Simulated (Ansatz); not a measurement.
A plane-wave DFT run in Ansatz 0.2.0 (scalar-relativistic PAW potentials unless the input names others): input and command.

```yaml
crystal:
  lattice:
    - [3.350804484, 0.0, 0.0]
    - [0.0, 3.350804484, 0.0]
    - [0.0, 0.0, 3.0827401253]
  atoms:
    - { symbol: K, position: [0.0, 0.0, 0.0] }
    - { symbol: F, position: [0.5, 0.5, 0.5] }
basis:
  ecutwfc: 420
kpoints:
  mp_grid: { grid: [8, 8, 8] }
hamiltonian:
  xc: lda
  hubbard: { sites: [{ species: F, l: p, u_eff: -5.0 }] }
scf:
  occupations: { method: gaussian, width: 0.05 }
  max_iter: 75
output:
  forces: true
  eigenvalues: true
  stress: true
```

```bash
ansatz run input.yaml --threads 1 --pin off --max-ram 1228MiB --backend cpu --events-out ev --progress --plain --runs-dir out
```

Abridged log:
```
K: projections on atomic orbitals take those of the free atom [Ne] 3s2 3p6 4s1, of charge +0.00 (hamiltonian.pseudopotentials.projection_atoms); the dataset's partial waves leave at most 2.3e-7 of an orbital's norm unspanned inside its sphere
F: projections on atomic orbitals take those of the free atom [He] 2s2 2p5, of charge +0.00 (hamiltonian.pseudopotentials.projection_atoms); the dataset's partial waves leave at most 1.6e-8 of an orbital's norm unspanned inside its sphere
Pseudopotentials: kind: paw
Pseudopotential: K, paw, valence charge 9, recommended cutoff 420 eV (normal)
Pseudopotential: F, paw, valence charge 7, recommended cutoff 420 eV (normal)
Functional definition: SPW92
Crystal: 2 atoms, lattice volume = 34.613 Å³
Basis set: ecut = 420 eV, 691 PW (Γ)
Bands: 12, of which v1, the nominal top of the filled ones, is band 8 counted from 1 (7 counted from 0)
Symmetry: 16 space group operations
Space group: P4/mmm (ITA 123), of the structure as read, at distance tolerance 3.3e-5 Å
k-points: 75 of 512
Initial density: superposition of atomic densities (chi_scale 0.1, normalization cell, long waves kept (reshape's long-wave potential 0.00 eV rms))
Initial wavefunctions: pseudopotential atomic-orbital guess
Functional: x = slater, c = lda
SCF iter   1: F=—  HF=-2298.418510 eV  |F-HF|=—  |Δ(HF+E_count)|=         —  Δρ=2.95e-1  dr2=2.78e1  ethr=3.10e-3  ⟨swp⟩=6.6  Hψ=6204  notcnv=0
SCF iter   2: F=—  HF=-2299.945479 eV  |F-HF|=—  |Δ(HF+E_count)|=    1.53e0  Δρ=2.96e-1  dr2=1.96e1  ethr=3.10e-3  ⟨swp⟩=4.2  Hψ=3709  notcnv=0
SCF iter   3: F=—  HF=-2293.474668 eV  |F-HF|=—  |Δ(HF+E_count)|=    6.47e0  Δρ=6.66e-2  dr2=1.23e0  ethr=3.10e-3  ⟨swp⟩=4.1  Hψ=2833  notcnv=0
SCF iter   4: F=—  HF=-2293.067968 eV  |F-HF|=—  |Δ(HF+E_count)|=   4.07e-1  Δρ=2.55e-2  dr2=1.68e-1  ethr=3.10e-3  ⟨swp⟩=2.1  Hψ=2330  notcnv=0
SCF iter   5: F=—  HF=-2293.021565 eV  |F-HF|=—  |Δ(HF+E_count)|=   4.64e-2  Δρ=2.36e-3  dr2=1.63e-3  ethr=1.05e-3  ⟨swp⟩=2.1  Hψ=1992  notcnv=0
SCF iter   6: F=—  HF=-2293.020355 eV  |F-HF|=—  |Δ(HF+E_count)|=   1.21e-3  Δρ=7.17e-4  dr2=3.13e-4  ethr=1.02e-5  ⟨swp⟩=2.8  Hψ=1494  notcnv=0
SCF iter   7: F=—  HF=-2293.020324 eV  |F-HF|=—  |Δ(HF+E_count)|=   3.06e-5  Δρ=8.05e-4  dr2=2.90e-4  ethr=1.96e-6  ⟨swp⟩=1.0  Hψ=900  notcnv=0
SCF iter   8: F=—  HF=-2293.020243 eV  |F-HF|=—  |Δ(HF+E_count)|=   8.10e-5  Δρ=2.90e-4  dr2=3.32e-5  ethr=1.81e-6  ⟨swp⟩=1.3  Hψ=941  notcnv=0
SCF iter   9: F=—  HF=-2293.020235 eV  |F-HF|=—  |Δ(HF+E_count)|=   7.98e-6  Δρ=5.78e-5  dr2=1.42e-6  ethr=2.08e-7  ⟨swp⟩=1.9  Hψ=1022  notcnv=0
SCF iter  10: F=-2293.020235 eV  HF=-2293.020235 eV  |F-HF|=1.84e-8  |Δ(HF+E_count)|=   3.94e-7  Δρ=7.48e-6  dr2=2.00e-8  ethr=6.25e-10  ⟨swp⟩=3.6  Hψ=3707  notcnv=0
SCF 1 converged in 10 iterations: F = -2293.020235 eV  dr2 = 2.00e-8
SCF converged after 10 iterations
Free energy (F): -2293.020235 eV
Harris-Foulkes:  -2293.020235 eV  (|F-HF|=1.84e-8)
Internal energy: -2293.020235 eV  (E = F + TS)
E sigma→0 (E₀):  -2293.020235 eV
Fermi energy:    6.123813 eV
--- Forces (eV/Å), atoms counted from 1 ---
  atom   1  K      0.00000000     0.00000000     0.00000000
  atom   2  F      0.00000000     0.00000000     0.00000000
--- Stress (GPa, compression-positive) ---
       -7.043655       0.000000       0.000000
        0.000000      -7.043655       0.000000
        0.000000       0.000000      -0.454326
  P = ⅓ Tr σ = -4.8472 GPa (-48.472 kbar)
Occupation matrices written to <dir>
```

Task: Find the fault.

Result: The fault is an enormous or negative U (hamiltonian.hubbard: not typed → {"sites": [{"species": "F", "l": "p", "u_eff": -5.0}]}, the first being the value of the sound run). Setting it back cures it. The run converged all the same, with an energy at zero smearing 249 meV/atom below the reference's (the Hamiltonian itself differs), pressure -4.85 GPa, largest force 0.000 eV/Å, gap on the mesh 3.88 eV, so convergence alone doesn't show that an input is right. A reference run from the same start on usual settings converged with pressure -5.71 GPa, largest force 0.000 eV/Å, gap on the mesh 5.68 eV.